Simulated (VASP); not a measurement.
Runs of VASP 6.6.1 on Mo. The structure is hexagonal, space group P6_3/mmc (No. 194). The conventional cell has a = 2.732 Å, b = 2.732 Å, c = 4.841 Å, α = 90.00°, β = 90.00°, γ = 120.00°. Mo (site symmetry -6m2) has 12 Mo at 2.73 to 2.89 Å as nearest neighbours. This isn't the form of Mo at room conditions, which is bcc.

```tsv
level	k mesh	cutoff (eV)	smearing	gap on the mesh (eV)	pressure (GPa)
PBEsol	18 × 18 × 10	520	gaussian 0.5 eV	none	0.8
PBEsol	18 × 18 × 10	700	gaussian 0.1 eV	none	0.1
PBEsol	27 × 27 × 14	520	gaussian 0.1 eV	none	0.0
r2SCAN	18 × 18 × 10	520	gaussian 0.1 eV	none	(a)
PBEsol	18 × 18 × 10	900	gaussian 0.1 eV	none	0.1
```

Alike in all rows: task single point; potentials or basis VASP PAW PBE potentials, release 64 (Mo_sv); no spin polarisation; cell as given.

**Question.** Fill in the values left out.

**Answer.** (a) 6.0.

Caveats: the PAW data sets were made with another functional, which shifts forces and pressure a little.

A k mesh can miss the band edges, and the runs leave out spin-orbit coupling on Mo.

A gap of «none» marks a metal or a gap under the smearing width.
